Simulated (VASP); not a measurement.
# AlAs (F-43m) in VASP: further runs

Runs on AlAs. Level: PBE. Tasks: single point.

Everything below comes from runs of VASP 6.6.1. Logs are shortened: lines on timing, memory, paths and dates and some standing lists are left out, and cuts for length are marked.

**1. The cell of the first run**

It takes space group F-43m (No. 216, cubic). The conventional cell has a = 5.728 Å, b = 5.728 Å, c = 5.728 Å, α = 90.00°, β = 90.00°, γ = 90.00°. Around Al (site symmetry -43m) lie 4 As at 2.48 Å. As (site symmetry -43m) is surrounded by 4 Al at 2.48 Å.

The cell is a database's computed one.

**2. Single point, PBE (the perfect crystal in a cell of 8 atoms)**

INCAR reads:

```
SYSTEM = AlAs
PREC     = Accurate       ! precision mode
ENCUT    = 520            ! plane-wave cutoff, eV
EDIFF    = 1E-7           ! SCF threshold, eV
ISMEAR   = 0              ! smearing method
SIGMA    = 0.01           ! smearing width, eV
LREAL    = .FALSE.        ! projectors in reciprocal space
LASPH    = .TRUE.         ! aspherical terms in the spheres
NELM     = 100            ! most SCF steps
ALGO     = Normal         ! electronic algorithm
ISIF     = 2              ! what is computed and relaxed
LWAVE    = .FALSE.        ! write WAVECAR
LCHARG   = .FALSE.        ! write CHGCAR
GGA      = PE             ! functional
NBANDS   = 26             ! bands
```

KPOINTS reads:

```
regular mesh
0
G
  3 3 3
  0 0 0
```

POSCAR reads:

```
AlAs
1.0
    0.0000000000      5.7279123196      0.0000000000
    0.0000000000      0.0000000000     -5.7279123196
   -5.7279123196      0.0000000000      0.0000000000
Al As
4 4
Direct
    0.5000000000      1.0000000000      0.5000000000
    0.0000000000      1.0000000000      0.0000000000
    0.5000000000      0.5000000000      0.0000000000
    0.0000000000      0.5000000000      0.5000000000
    0.7500000000      0.7500000000      0.7500000000
    0.2500000000      0.7500000000      0.2500000000
    0.7500000000      0.2500000000      0.2500000000
    0.2500000000      0.2500000000      0.7500000000
```

Potentials or basis: VASP PAW PBE potentials, release 64 (Al, As).

Started as:

```sh
cat potpaw_PBE.64/Al/POTCAR potpaw_PBE.64/As/POTCAR > POTCAR
mpirun -np 1 vasp_std > vasp.out
```

OUTCAR:

```text
SYSTEM = AlAs
   PREC = Accurate
   ENCUT = 520
   EDIFF = 1E-7
   ISMEAR = 0
   LREAL = .FALSE.
   LASPH = .TRUE.
   NELM = 100
   ISIF = 2
   GGA = PE

 ion  position               nearest neighbor table
   1  0.500  0.000  0.500-   5 2.48   6 2.48   7 2.48   8 2.48
   2  0.000  0.000  0.000-   5 2.48   6 2.48   7 2.48   8 2.48
   3  0.500  0.500  0.000-   5 2.48   6 2.48   7 2.48   8 2.48
   4  0.000  0.500  0.500-   5 2.48   6 2.48   7 2.48   8 2.48
   5  0.750  0.750  0.750-   1 2.48   2 2.48   3 2.48   4 2.48
   6  0.250  0.750  0.250-   1 2.48   2 2.48   3 2.48   4 2.48
   7  0.750  0.250  0.250-   1 2.48   2 2.48   3 2.48   4 2.48
   8  0.250  0.250  0.750-   1 2.48   2 2.48   3 2.48   4 2.48

  LATTYP: Found a simple cubic cell.
 ALAT       =     5.7279123196

  Lattice vectors:

 A1 = (   0.0000000000,   5.7279123196,   0.0000000000)
 A2 = (   0.0000000000,   0.0000000000,  -5.7279123196)
 A3 = (  -5.7279123196,   0.0000000000,   0.0000000000)

Analysis of symmetry for initial positions (statically):
=====================================================================
 Subroutine PRICEL returns following result:

  LATTYP: Found a face centered cubic cell.
 ALAT       =     5.7279123196

  Lattice vectors:

 A1 = (   0.0000000000,   2.8639561598,   2.8639561598)
 A2 = (  -2.8639561598,   2.8639561598,   0.0000000000)
 A3 = (  -2.8639561598,   0.0000000000,   2.8639561598)

   4 primitive cells build up your supercell.

 Routine SETGRP: Setting up the symmetry group for a
 simple cubic supercell.

 Subroutine GETGRP returns: Found 24 space group operations
 (whereof 24 operations were pure point group operations)
 out of a pool of 48 trial point group operations.

The static configuration has the point symmetry T_d .

Analysis of symmetry for dynamics (positions and initial velocities):
=====================================================================
 Subroutine PRICEL returns following result:

  LATTYP: Found a face centered cubic cell.
 ALAT       =     5.7279123196

  Lattice vectors:

 A1 = (   0.0000000000,   2.8639561598,   2.8639561598)
 A2 = (  -2.8639561598,   2.8639561598,   0.0000000000)
 A3 = (  -2.8639561598,   0.0000000000,   2.8639561598)

   4 primitive cells build up your supercell.

 Routine SETGRP: Setting up the symmetry group for a
 simple cubic supercell.

 Subroutine GETGRP returns: Found 24 space group operations
 (whereof 24 operations were pure point group operations)
 out of a pool of 48 trial point group operations.

The dynamic configuration has the point symmetry T_d .

 Subroutine INISYM returns: Found 24 space group operations
 (whereof 24 operations are pure point group operations),
 and found     4 'primitive' translations

----------------------------------------------------------------------------------------

                                     Primitive cell

  volume of cell :      46.9817

  direct lattice vectors                    reciprocal lattice vectors
     0.000000000  2.863956160  2.863956160     0.174583678  0.174583678  0.174583678
    -2.863956160  2.863956160  0.000000000    -0.174583678  0.174583678 -0.174583678
    -2.863956160  0.000000000  2.863956160    -0.174583678 -0.174583678  0.174583678

  length of vectors
     4.050245643  4.050245643  4.050245643     0.302387800  0.302387800  0.302387800

  position of ions in fractional coordinates (direct lattice)
     0.000000000  0.000000000  0.000000000
     0.250000000  0.250000000  0.250000000

  ion indices of the primitive-cell ions
   primitive index   ion index
                 1           1
                 2           5

----------------------------------------------------------------------------------------

 KPOINTS: regular mesh

Automatic generation of k-mesh.
 Grid dimensions read from file:
 generate k-points for:    3    3    3

 Generating k-lattice:

  Cartesian coordinates                     Fractional coordinates (reciprocal lattice)
     0.000000000  0.058194559  0.000000000     0.333333333  0.000000000  0.000000000
     0.000000000  0.000000000 -0.058194559     0.000000000  0.333333333  0.000000000
    -0.058194559  0.000000000  0.000000000     0.000000000  0.000000000  0.333333333

  Length of vectors
     0.058194559  0.058194559  0.058194559

  Shift w.r.t. Gamma in fractional coordinates (k-lattice)
     0.000000000  0.000000000  0.000000000

 Subroutine IBZKPT returns following result:
 ===========================================

 Found      4 irreducible k-points:

 Following reciprocal coordinates:
            Coordinates               Weight
  0.000000  0.000000  0.000000      1.000000
  0.333333  0.000000  0.000000      6.000000
  0.333333  0.333333  0.000000     12.000000
  0.333333  0.333333  0.333333      8.000000
   k-points           NKPTS =      4   k-points in BZ     NKDIM =      4   number of bands    NBANDS=     26
   number of dos      NEDOS =    301   number of ions     NIONS =      8
   total plane-waves  NPLWV = 110592
   dimension x,y,z NGX =    48 NGY =   48 NGZ =   48
   dimension x,y,z NGXF=    96 NGYF=   96 NGZF=   96
   ions per type =               4   4
   NGX,Y,Z   is equivalent  to a cutoff of  13.93, 13.93, 13.93 a.u.
   NGXF,Y,Z  is equivalent  to a cutoff of  27.86, 27.86, 27.86 a.u.
 SYSTEM =  AlAs
   PREC   = accura    normal or accurate (medium, high low for compatibility)
   ISTART =      0    job   : 0-new  1-cont  2-samecut
   ICHARG =      2    charge: 1-file 2-atom 10-const
   ISPIN  =      1    spin polarized calculation?
   LNONCOLLINEAR =      F non collinear calculations
   LSORBIT =      F    spin-orbit coupling
   LASPH  =      T    aspherical Exc in radial PAW
   ENCUT  =  520.0 eV  38.22 Ry    6.18 a.u.  10.65 10.65 10.65*2*pi/ulx,y,z
   NELM   =    100;   NELMIN=  2; NELMDL= -5     # of ELM steps
   EDIFF  = 0.1E-06   stopping-criterion for ELM
   LREAL  =      F    real-space projection
   EDIFFG = 0.1E-05   stopping-criterion for IOM
   NSW    =      0    number of steps for IOM
   IBRION =     -1    ionic relax: 0-MD 1-quasi-New 2-CG
   NFREE  =      0    steps in history (QN), initial steepest desc. (CG)
   ISIF   =      2    stress and relaxation
   ISYM   =      2    0-nonsym 1-usesym 2-fastsym
   POTIM  = 0.5000    time-step for ionic-motion
   TEBEG  =    0.0;   TEEND  =   0.0 temperature during run
   PSTRESS=    0.0 pullay stress
   NELECT =      32.0000    total number of electrons
   NUPDOWN=      -1.0000    fix difference up-down
   EMIN   =  10.00;   EMAX   =-10.00  energy-range for DOS
   EFERMI =   0.00;   METHOD = LEGACY
   ISMEAR =     0;   SIGMA  =   0.01  broadening in eV -4-tet -1-fermi 0-gaus
   EFERMI_NEDOS =   21; number of points for ismear=-14 and -15
   IALGO  =     38    algorithm
   IMIX   =      4    mixing-type and parameters
     AMIX     =   0.40;   BMIX     =  1.00
     AMIX_MAG =   1.60;   BMIX_MAG =  1.00
  volume/ion in A,a.u.               =      23.49       158.52
  Fermi-wavevector in a.u.,A,eV,Ry     =   0.907392  1.714723 11.202506  0.823361
  Thomas-Fermi vector in A             =   2.031194
   LORBIT       =      0    0 simple, 1 ext, 2 COOP (PROOUT), +10 PAW based schemes
   GGA     = PE    functional components
   LHFCALC =     F    Hartree Fock is set to
   AEXX    =    0.0000 exact exchange contribution
   IVDW    =     0    specifies the selected vdW correction
   LEPSILON=     F    determine dielectric tensor
   LRPA    =     F    only Hartree local field effects (RPA)
 non-spin polarized calculation
 Gauss-broadening in eV      SIGMA  =   0.01
  energy-cutoff  :      520.00
  volume of cell :      187.93
 maximum number of plane-waves:      5061
 NGX is ok and might be reduce to    42
   NGX = 21   NGY = 21   NGZ = 21

 number of electron      32.0000003 magnetization

 Free energy of the ion-electron system (eV)
  ---------------------------------------------------
  ext. energy  EPLUGINS =         0.00000000
  ---------------------------------------------------
  free energy    TOTEN  =       -37.50268934 eV

  energy without entropy =      -37.50268934  energy(sigma->0) =      -37.50268934

 E-fermi :   3.6856     XC(G=0):  -8.9015

 val. band max:        3.5999664251   @ k =   0.0000   0.0000   0.0000
 cond. band min:       5.0905052621   @ k =   0.0000   0.0000   0.0000
 fundamental gap:      1.4905388370
 Fermi energy:         3.6855738243

 k-point     1 :       0.0000    0.0000    0.0000
  band No.  band energies     occupation
      1      -8.0706      2.00000
      2      -6.2110      2.00000
      3      -6.2110      2.00000
      4      -6.2110      2.00000
      5      -1.7146      2.00000
      6      -1.7146      2.00000
[... 18 lines left out ...]
     25       7.8224      0.00000
     26       7.8224      0.00000

 k-point     2 :       0.3333    0.0000    0.0000
  band No.  band energies     occupation
      1      -7.7280      2.00000
      2      -6.8487      2.00000
      3      -6.1897      2.00000
      4      -6.1897      2.00000
      5      -1.4947      2.00000
      6      -1.4947      2.00000
[... 18 lines left out ...]
     25       9.1058      0.00000
     26       9.1058      0.00000

 k-point     3 :       0.3333    0.3333    0.0000
  band No.  band energies     occupation
      1      -7.4214      2.00000
      2      -6.6750      2.00000
      3      -6.6750      2.00000
      4      -6.3403      2.00000
      5      -1.3590      2.00000
      6      -0.9589      2.00000
[... 18 lines left out ...]
     25       8.6938      0.00000
     26       8.6938      0.00000

 k-point     4 :       0.3333    0.3333    0.3333
  band No.  band energies     occupation
      1      -7.1710      2.00000
      2      -6.6269      2.00000
      3      -6.6269      2.00000
      4      -6.6269      2.00000
      5      -1.5346      2.00000
      6      -1.5346      2.00000
[... 18 lines left out ...]
     25       8.4106      0.00000
     26       9.3084      0.00000

------------------------ aborting loop because EDIFF is reached ----------------------------------------

  FORCE on cell =-STRESS in cart. coord.  units (eV):
  Direction    XX          YY          ZZ          XY          YZ          ZX
  --------------------------------------------------------------------------------------
  -------------------------------------------------------------------------------------
  Total        0.1991519      0.1991519      0.1991519      0.0000000      0.0000000     -0.0000000
  in kB        1.6978760      1.6978760      1.6978760      0.0000000      0.0000000     -0.0000000
  external PRESSURE =       1.6978760 kB  Pullay stress =       0.0000000 kB

 VOLUME and BASIS-vectors are now :
 -----------------------------------------------------------------------------
  energy-cutoff  :      520.00
  volume of cell :      187.93
      direct lattice vectors                 reciprocal lattice vectors
     0.000000000  5.727912320  0.000000000     0.000000000  0.174583678  0.000000000
     0.000000000  0.000000000 -5.727912320     0.000000000  0.000000000 -0.174583678
    -5.727912320  0.000000000  0.000000000    -0.174583678  0.000000000  0.000000000

 POSITION                                       TOTAL-FORCE (eV/Angst)
 -----------------------------------------------------------------------------------
     -2.86396      2.86396      0.00000        -0.000000     -0.000000     -0.000000
      0.00000      0.00000      0.00000        -0.000000     -0.000000      0.000000
      0.00000      2.86396     -2.86396        -0.000000     -0.000000      0.000000
     -2.86396      0.00000     -2.86396         0.000000     -0.000000      0.000000
     -4.29593      4.29593     -4.29593        -0.000000      0.000000     -0.000000
     -1.43198      1.43198     -4.29593         0.000000     -0.000000     -0.000000
     -1.43198      4.29593     -1.43198         0.000000     -0.000000      0.000000
     -4.29593      1.43198     -1.43198        -0.000000      0.000000      0.000000
 -----------------------------------------------------------------------------------
    total drift:                                0.000000      0.000000     -0.000000

  FREE ENERGIE OF THE ION-ELECTRON SYSTEM (eV)
  ---------------------------------------------------
  free  energy   TOTEN  =       -37.5026893439 eV

  energy  without entropy=      -37.5026893439  energy(sigma->0) =      -37.50268934
```

Run time: 20 s. Hardware: 1 thread of Intel Xeon 6975P-C (Granite Rapids), shared host; peak memory 0.3 GiB.

What came out:

```
Free energy            : -37.5027 eV
Pressure               : 0.2 GPa
Band gap on the k mesh : 1.49 eV
```

**3. Single point, PBE, collinear spin, typed start (Al vacancy (site a), charge -1, atoms relaxed at the host's cell)**

INCAR reads:

```
SYSTEM = Al3As4
  PREC = Accurate
  ENCUT = 520
  EDIFF = 1E-6
  ISMEAR = 0
  SIGMA = 0.01
  LREAL = .FALSE.
  LASPH = .TRUE.
  NELM = 150
  ALGO = Fast
  ISIF = 2
  LWAVE = .FALSE.
  LCHARG = .FALSE.
  ISPIN = 2
  MAGMOM = 0 0 0 0.5 0.5 0.5 0.5
  LORBIT = 11
  GGA = PE
  NBANDS = 28
  NELECT = 30.0
```

KPOINTS reads:

```
Automatic mesh
0
G
  3 3 3
  0 0 0
```

POSCAR reads:

```
Al3As4
1.0
    0.0000000000      5.7279123196      0.0000000000
    0.0000000000      0.0000000000     -5.7279123196
   -5.7279123196      0.0000000000      0.0000000000
Al As
3 4
Direct
    0.0000000000      1.0000000000      0.0000000000
    0.5000000000      0.5000000000      0.0000000000
    0.0000000000      0.5000000000      0.5000000000
    0.7415492729      0.7584507271      0.7415492729
    0.2584507271      0.7584507271      0.2584507271
    0.7415492729      0.2415492729      0.2584507271
    0.2584507271      0.2415492729      0.7415492729
```

Potentials or basis: VASP PAW PBE potentials, release 64 (Al, As).

Started as:

```sh
cat potpaw_PBE.64/Al/POTCAR potpaw_PBE.64/As/POTCAR > POTCAR
mpirun -np 1 vasp_std > vasp.out
```

It took 46 s on 1 thread of Intel Xeon 6975P-C (Granite Rapids), shared host; peak memory 0.4 GiB.

The run converged. Its results:

* Free energy: -27.5548 eV
* Largest force: 0.024 eV/Å
* Band gap on the k mesh: none (metal or under the smearing width)
* Net moment: 0.30 μB per cell
* Site moments: Al +0.00; As +0.04 μB
* Valence electrons inside the program's atomic spheres: Al 0.78; As 2.80

Forces on the atoms (eV/Å):
```
Al   0.000  0.000  0.000
Al   0.000  0.000  0.000
Al   0.000  0.000  0.000
As  -0.014  0.014  0.014
As   0.014 -0.014  0.014
As   0.014  0.014 -0.014
As  -0.014 -0.014 -0.014
```

Levels at points of the mesh, in eV from the Fermi level:
Spin up:
```
           k point  band 10  band 11  band 12  band 13  band 14  band 15  band 16  band 17  band 18  band 19
(0.00, 0.00, 0.00)    -2.39    -1.48    -1.48    -1.48     0.27     0.27     0.27     1.66     1.69     1.69
```
Spin down:
```csv
k point,band 10,band 11,band 12,band 13,band 14,band 15,band 16,band 17,band 18,band 19
"(0.00, 0.00, 0.00)",-2.37,-1.43,-1.43,-1.43,0.34,0.34,0.34,1.69,1.71,1.71
```

Caveat: the k mesh is coarse (spacing up to 0.37 Å⁻¹), so the values aren't converged; the cell carries a net charge on a neutralising background, which shifts energy and pressure; the cell is charged against a uniform background, so pressure and absolute levels hang on convention.

**4. Single point, PBE (the perfect crystal in a cell of 16 atoms)**

INCAR reads:

```
PREC = Accurate
ENCUT = 520
EDIFF = 1E-7
ISMEAR = 0
SIGMA = 0.01
LREAL = Auto
LASPH = True
NELM = 60
ALGO = Fast
ISIF = 2
LWAVE = False
LCHARG = False
GGA = PE
NBANDS = 46
```

KPOINTS reads:

```
regular mesh
0
Gamma
  1 1 1
```

POSCAR reads:

```
AlAs
1.0
    0.0000000000      5.7279123196     -5.7279123196
    5.7279123196      5.7279123196      0.0000000000
    5.7279123196      0.0000000000     -5.7279123196
Al As
8 8
Direct
    0.0000000000      0.0000000000      0.5000000000
    0.0000000000      0.5000000000      0.5000000000
    0.5000000000      0.0000000000      0.5000000000
    0.5000000000      0.5000000000      0.5000000000
    0.0000000000      0.0000000000      1.0000000000
    0.0000000000      0.5000000000      1.0000000000
    0.5000000000      0.0000000000      1.0000000000
    0.5000000000      0.5000000000      1.0000000000
    0.1250000000      0.1250000000      0.1250000000
    0.1250000000      0.6250000000      0.1250000000
    0.6250000000      0.1250000000      0.1250000000
    0.6250000000      0.6250000000      0.1250000000
    0.1250000000      0.1250000000      0.6250000000
    0.1250000000      0.6250000000      0.6250000000
    0.6250000000      0.1250000000      0.6250000000
    0.6250000000      0.6250000000      0.6250000000
```

Started as:

```sh
cat potpaw_PBE.64/Al/POTCAR potpaw_PBE.64/As/POTCAR > POTCAR
mpirun -np 1 vasp_gam > vasp.out
```

Wall time 99 s (1 thread of Intel Xeon Platinum 8259CL at 2.50GHz (Skylake/Cascade Lake), shared host); peak memory 0.43 GiB.

It converged, with:

- Free energy: -59.6352 eV
- Pressure: 4.9 GPa
- Band gap on the k mesh: 1.32 eV

Levels at points of the mesh, in eV from the valence-band top:
| k point | band 29 | band 30 | band 31 | band 32 | band 33 | band 34 | band 35 | band 36 |
| --- | --- | --- | --- | --- | --- | --- | --- | --- |
| (0.00, 0.00, 0.00) | -0.84 | 0.00 | 0.00 | 0.00 | 1.32 | 1.32 | 1.32 | 1.74 |

Caveat: the k mesh is coarse (spacing up to 0.95 Å⁻¹), so the values aren't converged; an odd mesh through Γ misses points on the zone boundary, where band edges often lie.
